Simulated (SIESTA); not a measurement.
Runs of SIESTA 5.4.2 on BN. It takes space group F-43m (No. 216, cubic). The conventional cell has a = 3.626 Å, b = 3.626 Å, c = 3.626 Å, α = 90.00°, β = 90.00°, γ = 90.00°. N (site symmetry -43m) is surrounded by 4 B at 1.57 Å. B (site symmetry -43m) is surrounded by 4 N at 1.57 Å. The cell is a database's computed one.

```tsv
task	level	potentials or basis	broadening (eV)	window to (eV)	polarisation	direction	optical mesh offset	gap on the mesh (eV)	pressure (GPa)
band structure	LDA	PseudoDojo 0.4 standard (LDA files), DZP (energy shift 0.003 Ry)	-	-	-	-	-	4.51	(a)
band structure	PBEsol	PseudoDojo 0.4 standard (PBEsol files), DZP (energy shift 0.003 Ry)	-	-	-	-	-	4.45	-2.4
band structure	PBE	PseudoDojo 0.4 standard (PBE files), DZP (energy shift 0.003 Ry)	-	-	-	-	-	4.64	2.6
optical spectrum	PBE	PseudoDojo 0.4 standard (PBE files), DZP (energy shift 0.003 Ry)	0.3 eV	30 eV	polarized	1.0 0.0 0.0	true	4.64	2.6
```

Alike in all rows: no spin polarisation; cell as given; k mesh 13 × 13 × 13; smearing fermi-dirac 0.05 eV; grid cutoff 800 Ry; energy shift 0.003 Ry.

Fill in the values left out.

(a) -10.9.

Caveats: the basis of atomic orbitals isn't converged, which shifts pressures, moduli and gaps; the basis holds too few empty states to meet the f-sum rule, so the spectrum is short of weight at high energy (some runs); spectra need much finer meshes, so this one isn't converged (some runs); independent-particle spectra lack excitons (some runs); an odd mesh through Γ misses points on the zone boundary, where band edges often lie (some runs).
